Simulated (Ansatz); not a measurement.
## A series in volume scale on In

All results are calculated (Ansatz 0.2.0). Plane-wave DFT, scalar-relativistic PAW made under PBE with cores redone for the functional, no dispersion; the given relaxed cell is scaled uniformly, energy at zero smearing counts from the unscaled cell, pressure at the given Fermi-Dirac smearing is positive in compression.

The cell before it is scaled or strained (space group Fd-3m, No. 227):
```
cell vectors (Å)
   0.0000     3.3639     3.3639
   3.3639     0.0000     3.3639
   3.3639     3.3639     0.0000
atoms (fractions of the cell vectors)
In  0.12500  0.12500  0.12500
In  0.87500  0.87500  0.87500
```

Settings of every row: spin polarised no; functional PBE; wave cutoff 420 eV; smearing width 0.1 eV; k mesh 13x13x13.

Atom starting moment: 0 on all atoms.

Limits: the cell comes from a prototype or a list of computed structures and needn't be the stable phase.

| row | volume scale | V (Å³/atom) | pressure (GPa) | energy change per atom (meV) |
| --- | --- | --- | --- | --- |
| 1 | 0.88 | 33.497 | 4.06 | 50.31 |
| 2 | 0.92 | 35.02 | 2.39 | 20.49 |
| 3 | 0.96 | 36.543 | ? | ? |
| 4 | 1.04 | 39.588 | -0.65 | 3.33 |
| 5 | 1.08 | 41.111 | -1.22 | 12.77 |
| 6 | 1.12 | 42.633 | -1.67 | 27.02 |

Question: what pressure and energy change per atom should row 3 give?

Worked fit of pressure. Take u = (V_r/V)^(2/3) − 1 with V_r = 39.588 Å³ an atom, which is twice the finite (Eulerian) strain; such expansions in the strain, on which the Birch-Murnaghan equation of state is built, carry the rest volume and the bulk modulus. The shown rows have u = 0.11782, 0.08517, 0, -0.02485, -0.0482. Least squares give pressure = −0.659 + 26.207 × u + 116.38 × u² GPa; a straight line predicts inner rows, each left out in turn, worse (root mean square 0.34 against 0.037 GPa). The rows lie off it by 0.02, -0.03, 0.01, 0.02, -0.02. The pressure vanishes at u = 0.0228, or V = 38.27 Å³ an atom, and there the bulk modulus at fixed shape and fractions is B = −V dP/dV = (2/3)(1 + u) dP/du = 21.5 GPa. The withheld row has u = 0.05481, so the fit gives −0.659 + 26.207 × (0.05481) + 116.38 × (0.05481)² = 1.13 GPa.

The calculation gave 1.09 GPa. The fit lies 0.04 GPa (3.7 % of the value, 0.7 % of the column's range) above it; its largest miss of a shown row is 0.03 GPa.

Worked fit of energy change per atom. Take u = (V_r/V)^(2/3) − 1 with V_r = 39.588 Å³ an atom, which is twice the finite (Eulerian) strain; such expansions in the strain, on which the Birch-Murnaghan equation of state is built, carry the rest volume and the bulk modulus. The shown rows have u = 0.11782, 0.08517, 0, -0.02485, -0.0482. Least squares give energy change per atom = 2.813 − 248.388 × u + 5488.08 × u² meV; a straight line predicts inner rows, each left out in turn, worse (root mean square 16 against 1.4 meV). The rows lie off it by 0.58, -0.98, 0.52, 0.40, -0.52 (root mean square 0.63 meV). The withheld row has u = 0.05481, so the fit gives 2.813 − 248.388 × (0.05481) + 5488.08 × (0.05481)² = 5.69 meV.

The calculation gave 4.84 meV. The fit lies 0.85 meV (18 % of the value, 1.8 % of the column's range) above it; its largest miss of a shown row is 0.98 meV.
